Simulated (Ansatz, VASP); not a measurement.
# Two plane-wave programs on SrO

```
Sr O
1.0
     0.04497    2.56980    2.56980
     2.61477    0.00000    2.61477
     2.56980    2.56980    0.04497
Sr O
1 1
Direct
  0.00000 0.00000 0.00000
  0.50000 0.50000 0.50000
```

Change from the starting cell: strain +0.0350 x Voigt [0, 0, 0, 0, 1, 0], atoms carried along.

Alike in both runs: task single point; functional PBEsol; k mesh 8 × 8 × 8; occupations gaussian, width 0.05 eV; no spin polarisation.

|  | VASP | Ansatz |
| --- | --- | --- |
| version | VASP 6.6.1 | Ansatz 0.2.0 |
| potentials or method | VASP PAW PBE potentials, release 64 (Sr_sv, O) | scalar-relativistic, plane waves, PAW |
| plane-wave cutoff (eV) | 520 | 420 |
| valence electrons in the cell | 16 | 16 |

Ansatz gave:

| Item | Value |
| --- | --- |
| gap on the k mesh at the Fermi level (eV) | 3.16 |
| least direct gap on the mesh (eV) | 3.23 |
| pressure (GPa) | -0.9 |
| largest component of the traceless stress (GPa) | 1.92 |

Problem. Which values does VASP return?

Solution. gap on the k mesh at the Fermi level (eV): 3.11; least direct gap on the mesh (eV): 3.19; pressure (GPa): -0.3; largest component of the traceless stress (GPa): 1.92.

With one functional, cell and mesh, what is left measures potentials, basis and numerics.

Caveats: the PAW data sets were made with another functional, which shifts forces and pressure a little (VASP). A k mesh can miss the band edges.
